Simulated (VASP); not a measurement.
# GaSb (F-43m) in VASP: further runs, part 3 of 3

VASP 6.6.1. The steps go on from the part before.

### Step 5. Relaxation of cell and atoms, LDA

This run uses another cell than the first one, of 28.62 Å³/atom, 1.020 times its volume.

The input, INCAR:

```
PREC = Accurate ; ENCUT = 600
EDIFF = 1E-6 ; ISMEAR = -1
SIGMA = 0.05 ; LREAL = F
LASPH = T ; NELM = 80
ALGO = Fast ; ISIF = 3
LWAVE = F ; LCHARG = F
GGA = CA ; IBRION = 2
NSW = 60 ; EDIFFG = -0.01
```

The input, KPOINTS:

```
Automatic mesh
0
Gamma
  8 8 8
```

The input, POSCAR:

```
GaSb
1.0
    0.0000000000      3.0590000000      3.0590000000
    3.0590000000      0.0000000000      3.0590000000
    3.0590000000      3.0590000000      0.0000000000
Sb Ga
1 1
Direct
    0.7500000000      0.7500000000      0.7500000000
    0.0000000000      0.0000000000      0.0000000000
```

Potentials or basis: VASP PAW LDA potentials, release 64 (Sb, Ga_d).

Started as:

```sh
cat potpaw_LDA.64/Sb/POTCAR potpaw_LDA.64/Ga_d/POTCAR > POTCAR
mpirun -np 1 vasp_std > vasp.out
```

OUTCAR:

```text
PREC = Accurate
   ENCUT = 600
   EDIFF = 1E-6
   ISMEAR = -1
   LREAL = F
   LASPH = T
   NELM = 80
   ISIF = 3
   GGA = CA
   IBRION = 2
   NSW = 60
   EDIFFG = -0.01

 ion  position               nearest neighbor table
   1  0.750  0.750  0.750-   2 2.65   2 2.65   2 2.65   2 2.65
   2  0.000  0.000  0.000-   1 2.65   1 2.65   1 2.65   1 2.65

  LATTYP: Found a face centered cubic cell.
 ALAT       =     6.1180000000

  Lattice vectors:

 A1 = (   0.0000000000,   3.0590000000,   3.0590000000)
 A2 = (   3.0590000000,   0.0000000000,   3.0590000000)
 A3 = (   3.0590000000,   3.0590000000,   0.0000000000)

Analysis of symmetry for initial positions (statically):
=====================================================================
 Subroutine PRICEL returns:
 Original cell was already a primitive cell.

 Routine SETGRP: Setting up the symmetry group for a
 face centered cubic supercell.

 Subroutine GETGRP returns: Found 24 space group operations
 (whereof 24 operations were pure point group operations)
 out of a pool of 48 trial point group operations.

The static configuration has the point symmetry T_d .

Analysis of symmetry for dynamics (positions and initial velocities):
=====================================================================
 Subroutine PRICEL returns:
 Original cell was already a primitive cell.

 Routine SETGRP: Setting up the symmetry group for a
 face centered cubic supercell.

 Subroutine GETGRP returns: Found 24 space group operations
 (whereof 24 operations were pure point group operations)
 out of a pool of 48 trial point group operations.

The dynamic configuration has the point symmetry T_d .

 Subroutine INISYM returns: Found 24 space group operations
 (whereof 24 operations are pure point group operations),
 and found     1 'primitive' translations

----------------------------------------------------------------------------------------

                                     Primitive cell

  volume of cell :      57.2491

  direct lattice vectors                    reciprocal lattice vectors
     0.000000000  3.059000000  3.059000000    -0.163452109  0.163452109  0.163452109
     3.059000000  0.000000000  3.059000000     0.163452109 -0.163452109  0.163452109
     3.059000000  3.059000000  0.000000000     0.163452109  0.163452109 -0.163452109

  length of vectors
     4.326079287  4.326079287  4.326079287     0.283107357  0.283107357  0.283107357

  position of ions in fractional coordinates (direct lattice)
     0.750000000  0.750000000  0.750000000
     0.000000000  0.000000000  0.000000000

  ion indices of the primitive-cell ions
   primitive index   ion index
                 1           1
                 2           2

----------------------------------------------------------------------------------------

 KPOINTS: Automatic mesh

Automatic generation of k-mesh.
 Grid dimensions read from file:
 generate k-points for:    8    8    8

 Generating k-lattice:

  Cartesian coordinates                     Fractional coordinates (reciprocal lattice)
    -0.020431514  0.020431514  0.020431514     0.125000000  0.000000000  0.000000000
     0.020431514 -0.020431514  0.020431514     0.000000000  0.125000000  0.000000000
     0.020431514  0.020431514 -0.020431514     0.000000000  0.000000000  0.125000000

  Length of vectors
     0.035388420  0.035388420  0.035388420

[... 50 lines left out ...]
   LASPH  =      T    aspherical Exc in radial PAW
   ENCUT  =  600.0 eV  44.10 Ry    6.64 a.u.   8.64  8.64  8.64*2*pi/ulx,y,z
   NELM   =     80;   NELMIN=  2; NELMDL= -5     # of ELM steps
   EDIFF  = 0.1E-05   stopping-criterion for ELM
   LREAL  =      F    real-space projection
   EDIFFG = -.1E-01   stopping-criterion for IOM
   NSW    =     60    number of steps for IOM
   IBRION =      2    ionic relax: 0-MD 1-quasi-New 2-CG
   NFREE  =      1    steps in history (QN), initial steepest desc. (CG)
   ISIF   =      3    stress and relaxation
   ISYM   =      2    0-nonsym 1-usesym 2-fastsym
   POTIM  = 0.5000    time-step for ionic-motion
   TEBEG  =    0.0;   TEEND  =   0.0 temperature during run
   PSTRESS=    0.0 pullay stress
   NELECT =      18.0000    total number of electrons
   NUPDOWN=      -1.0000    fix difference up-down
   EMIN   =  10.00;   EMAX   =-10.00  energy-range for DOS
   EFERMI =   0.00;   METHOD = LEGACY
   ISMEAR =    -1;   SIGMA  =   0.05  broadening in eV -4-tet -1-fermi 0-gaus
   EFERMI_NEDOS =   21; number of points for ismear=-14 and -15
   IALGO  =     68    algorithm
   IMIX   =      4    mixing-type and parameters
     AMIX     =   0.40;   BMIX     =  1.00
     AMIX_MAG =   1.60;   BMIX_MAG =  1.00
  volume/ion in A,a.u.               =      28.62       193.17
  Fermi-wavevector in a.u.,A,eV,Ry     =   1.113208  2.103657 16.860766  1.239231
  Thomas-Fermi vector in A             =   2.249790
   LORBIT       =      0    0 simple, 1 ext, 2 COOP (PROOUT), +10 PAW based schemes
   GGA     = CA    functional components
   LHFCALC =     F    Hartree Fock is set to
   AEXX    =    0.0000 exact exchange contribution
   IVDW    =     0    specifies the selected vdW correction
   LEPSILON=     F    determine dielectric tensor
   LRPA    =     F    only Hartree local field effects (RPA)
 conjugate gradient relaxation of ions
 non-spin polarized calculation
 RMM-DIIS sequential band-by-band and
  energy-cutoff  :      600.00
  volume of cell :       57.25
 maximum number of plane-waves:      1926
   NGX = 17   NGY = 17   NGZ = 17

--------------------------------------- Ionic step        1  -------------------------------------------

 number of electron      18.0000006 magnetization

 Free energy of the ion-electron system (eV)
  ---------------------------------------------------
  ext. energy  EPLUGINS =         0.00000000
  ---------------------------------------------------
  free energy    TOTEN  =        -8.65818215 eV

  energy without entropy =       -8.65767061  energy(sigma->0) =       -8.65792638

------------------------ aborting loop because EDIFF is reached ----------------------------------------

  FORCE on cell =-STRESS in cart. coord.  units (eV):
  Direction    XX          YY          ZZ          XY          YZ          ZX
  --------------------------------------------------------------------------------------
  -------------------------------------------------------------------------------------
  Total       -0.5575907     -0.5575907     -0.5575907      0.0000000      0.0000000      0.0000000
  in kB      -15.6047823    -15.6047823    -15.6047823      0.0000000      0.0000000      0.0000000
  external PRESSURE =     -15.6047823 kB  Pullay stress =       0.0000000 kB
[... 203 lines left out ...]
--------------------------------------- Ionic step        7  -------------------------------------------

 number of electron      18.0000005 magnetization

 Free energy of the ion-electron system (eV)
  ---------------------------------------------------
  ext. energy  EPLUGINS =         0.00000000
  ---------------------------------------------------
  free energy    TOTEN  =        -8.66685493 eV

  energy without entropy =       -8.66640838  energy(sigma->0) =       -8.66663166

 E-fermi :   5.0781     XC(G=0):  -9.5258

 val. band max:        4.9943288258   @ k =   0.0000   0.0000   0.0000
 cond. band min:       5.0836936966   @ k =   0.0000   0.0000   0.0000
 fundamental gap:      0.0893648708
 Fermi energy:         5.0781399435

 k-point     1 :       0.0000    0.0000    0.0000
  band No.  band energies     occupation
      1     -10.2147      2.00000
      2     -10.2147      2.00000
      3     -10.2147      2.00000
      4     -10.1607      2.00000
      5     -10.1607      2.00000
      6      -6.7346      2.00000
      7       4.9943      1.68481
      8       4.9943      1.68481
      9       4.9943      1.68481
     10       5.0837      0.94452
     11       7.7342      0.00000
     12       7.7342      0.00000
     13       7.7342      0.00000
[... 354 lines left out ...]
  band No.  band energies     occupation
      1     -10.2510      2.00000
      2     -10.1996      2.00000
      3     -10.1962      2.00000
      4     -10.1642      2.00000
      5     -10.1607      2.00000
      6      -4.6665      2.00000
      7      -1.5190      2.00000
      8       1.7614      2.00000
      9       3.0113      2.00000
     10       7.2928      0.00000
     11       8.3444      0.00000
     12      10.3999      0.00000
     13      11.4269      0.00000

 [... further k-points ...]

------------------------ aborting loop because EDIFF is reached ----------------------------------------

  FORCE on cell =-STRESS in cart. coord.  units (eV):
  Direction    XX          YY          ZZ          XY          YZ          ZX
  --------------------------------------------------------------------------------------
  -------------------------------------------------------------------------------------
  Total       -0.0186398     -0.0186398     -0.0186398     -0.0000000      0.0000000      0.0000000
  in kB       -0.5375384     -0.5375384     -0.5375384     -0.0000000      0.0000000      0.0000000
  external PRESSURE =      -0.5375384 kB  Pullay stress =       0.0000000 kB
[... 17 lines left out ...]
  FREE ENERGIE OF THE ION-ELECTRON SYSTEM (eV)
  ---------------------------------------------------
  free  energy   TOTEN  =        -8.6668549324 eV

  energy  without entropy=       -8.6664083821  energy(sigma->0) =       -8.66663166

 reached required accuracy - stopping structural energy minimisation
```

OSZICAR:

```text
N       E                     dE             d eps       ncg     rms          rms(c)
DAV:   1     0.805510517045E+02    0.80551E+02   -0.94592E+03   754   0.186E+03
DAV:   2    -0.259731386007E+01   -0.83148E+02   -0.80447E+02   844   0.327E+02
DAV:   3    -0.866137401940E+01   -0.60641E+01   -0.59932E+01   939   0.764E+01
DAV:   4    -0.877581830498E+01   -0.11444E+00   -0.11439E+00   874   0.116E+01
[... 50 lines left out ...]
       N       E                     dE             d eps       ncg     rms          rms(c)
DAV:   1    -0.866686466263E+01   -0.63516E-05   -0.13023E-04   934   0.210E-01    0.178E-02
RMM:   2    -0.866685692511E+01    0.77375E-05   -0.14679E-05   771   0.555E-02    0.814E-03
RMM:   3    -0.866685512995E+01    0.17952E-05   -0.29761E-06   603   0.234E-02    0.185E-03
RMM:   4    -0.866685493241E+01    0.19754E-06   -0.41637E-07   473   0.770E-03
   7 F= -.86668549E+01 E0= -.86666317E+01  d E =-.505584E-05
```

CONTCAR:

```text
GaSb
   1.00000000000000
     0.0000000000000000    3.0285711778568065    3.0285711778568065
     3.0285711778568065   -0.0000000000000000    3.0285711778568065
     3.0285711778568065    3.0285711778568065   -0.0000000000000000
  Sb              Ga
     1     1
Direct
     0.7500000000000000    0.7500000000000000    0.7500000000000000
     0.0000000000000000    0.0000000000000000    0.0000000000000000

  0.00000000E+00  0.00000000E+00  0.00000000E+00
  0.00000000E+00  0.00000000E+00  0.00000000E+00
```

It took 43 s on 1 thread of Intel Xeon 6975P-C (Granite Rapids), shared host; peak memory 0.2 GiB.

What came out:

| Property | Result |
| --- | --- |
| Free energy | -8.6669 eV |
| Relaxed volume | 27.78 Å³/atom |
| Relaxed cell | a = 4.283 Å, b = 4.283 Å, c = 4.283 Å, α = 60.00°, β = 60.00°, γ = 60.00° |
| Space group after relaxing (to 0.05 Å) | F-43m (No. 216) |
| Energy gained by relaxing | 4.3 meV/atom |
| Ionic steps | 7 |
| Pressure after relaxing | -0.1 GPa |
| Band gap on the k mesh | 0.09 eV, direct |

Step by step:
| step | energy change (eV) | largest force (eV/Å) | pressure (GPa) | volume (Å³) |
| --- | --- | --- | --- | --- |
| 1 | 0.0000 | 0.0000 | -1.56 | 57.25 |
| 2 | -0.0077 | 0.0000 | 0.55 | 54.97 |
| 3 | -0.0087 | 0.0000 | -0.06 | 55.51 |
| 4 | -0.0087 | 0.0000 | 0.12 | 55.46 |
| 5 | -0.0086 | 0.0000 | -0.30 | 55.62 |
| 6 | -0.0087 | 0.0000 | 0.06 | 55.54 |
| 7 | -0.0087 | 0.0000 | -0.05 | 55.56 |

Final structure:
```
Sb Ga
1.0
     0.00000    3.02857    3.02857
     3.02857    0.00000    3.02857
     3.02857    3.02857    0.00000
Sb Ga
1 1
Direct
  0.75000 0.75000 0.75000
  0.00000 0.00000 0.00000
```

Caveat: spin-orbit coupling is left out, which moves the levels of the heavy elements. A k mesh can miss the band edges.

### Step 6. Single point, PBE

This run uses another cell than the first one, of 29.77 Å³/atom, 1.061 times its volume.

The input, INCAR:

```
SYSTEM = GaSb
ALGO = Normal
EDIFF = 1E-7
ENCUT = 520
GGA = PE
ISIF = 2
ISMEAR = -1
LASPH = .TRUE.
LCHARG = .FALSE.
LREAL = .FALSE.
LWAVE = .FALSE.
NBANDS = 16
NELM = 100
PREC = Accurate
SIGMA = 0.05
```

The input, KPOINTS:

```
k-points
0
G
  8 8 8
  0 0 0
```

The input, POSCAR:

```
GaSb
1.0
    0.0000000000      3.0992546163      3.0992546163
    3.0992546163      0.0000000000      3.0992546163
    3.0992546163      3.0992546163      0.0000000000
Sb Ga
1 1
Direct
    0.7500000000      0.7500000000      0.7500000000
    0.0000000000      0.0000000000      0.0000000000
```

Potentials or basis: VASP PAW PBE potentials, release 64 (Sb, Ga_d).

Started as:

```sh
cat potpaw_PBE.64/Sb/POTCAR potpaw_PBE.64/Ga_d/POTCAR > POTCAR
mpirun -np 1 vasp_std > vasp.out
```

Run time: 15 s. Hardware: 1 thread of Intel Xeon 6975P-C (Granite Rapids), shared host; peak memory 0.21 GiB.

Results (log left out):

* Free energy: -7.3661 eV
* Pressure: 0.4 GPa
* Band gap on the k mesh: none (metal or under the smearing width)

Levels at points of the mesh, in eV from the Fermi level:
```tsv
k point	band 6	band 7	band 8	band 9	band 10	band 11	band 12	band 13
(0.00, 0.00, 0.00)	-11.25	-0.28	-0.04	-0.04	-0.04	2.75	2.75	2.75
(0.50, 0.00, 0.00)	-9.72	-6.22	-1.13	-1.13	0.28	3.71	3.71	6.45
(0.50, 0.50, 0.00)	-8.95	-6.68	-2.48	-2.48	0.90	1.28	8.39	8.39
```

Caveat: this crystal is a semiconductor, whose small gap the functional closes, so the metal is an error of the method.

### Step 7. Overview

```tsv
task	level	potentials or basis	cell	k mesh	cutoff (eV)	exchange at q = 0	grid for exact exchange (PRECFOCK)	mesh quality	gap on the mesh (eV)	pressure (GPa)
single point	r2SCAN50	VASP PAW PBE potentials, release 64 (Sb, Ga_d)	F-43m, 28.05 Å³/atom	4 × 4 × 4	520	truncated	Normal	coarse	3.44	-2.7
single point	r2SCAN50	VASP PAW PBE potentials, release 64 (Sb, Ga_d)	F-43m, 27.48 Å³/atom	4 × 4 × 4	520	truncated	Normal	coarse	3.52	-1.4
single point	LDA	VASP PAW LDA potentials, release 64 (Sb, Ga_d)	F-43m, 27.68 Å³/atom	8 × 8 × 8	520	-	-	not flagged	0.12	0.2
relaxation of cell and atoms	LDA	VASP PAW LDA potentials, release 64 (Sb, Ga_d)	relaxed	8 × 8 × 8	600	-	-	not flagged	0.09	-0.1
single point	PBE	VASP PAW PBE potentials, release 64 (Sb, Ga_d)	F-43m, 29.77 Å³/atom	8 × 8 × 8	520	-	-	not flagged	none	0.4
```

Alike in all rows: no spin polarisation; smearing fermi-dirac 0.05 eV.

Caveats: some runs use coarse meshes; spin-orbit coupling is left out, which moves the levels of the heavy elements (some runs); the PAW data sets were made with another functional, which shifts forces and pressure a little (some runs); this crystal is a semiconductor, whose small gap the functional closes, so the metal is an error of the method (some runs).

Total energies depend on the potentials used, so only differences within one code and one set of settings carry meaning.

### Step 8. How close it comes

Step 4. A measured gap of GaSb is 0.811 eV (direct; 4.2 K; a printed reference work, data compilation); the calculated 0.12 eV misses it by -0.70 eV. Spin-orbit coupling on Ga, Sb is left out. The value is that of LDA on a finite k mesh, which can miss the band edges, without temperature or zero-point motion. Semilocal functionals fall short of measured gaps as a rule.

Step 6. Against the measured gap of GaSb, 0.811 eV (direct; 4.2 K; a printed reference work, data compilation), the calculated 0.00 eV is off by -0.81 eV. Spin-orbit coupling on Ga, Sb is left out. The value is that of PBE on a finite k mesh, which can miss the band edges, without temperature or zero-point motion. Semilocal functionals fall short of measured gaps as a rule.
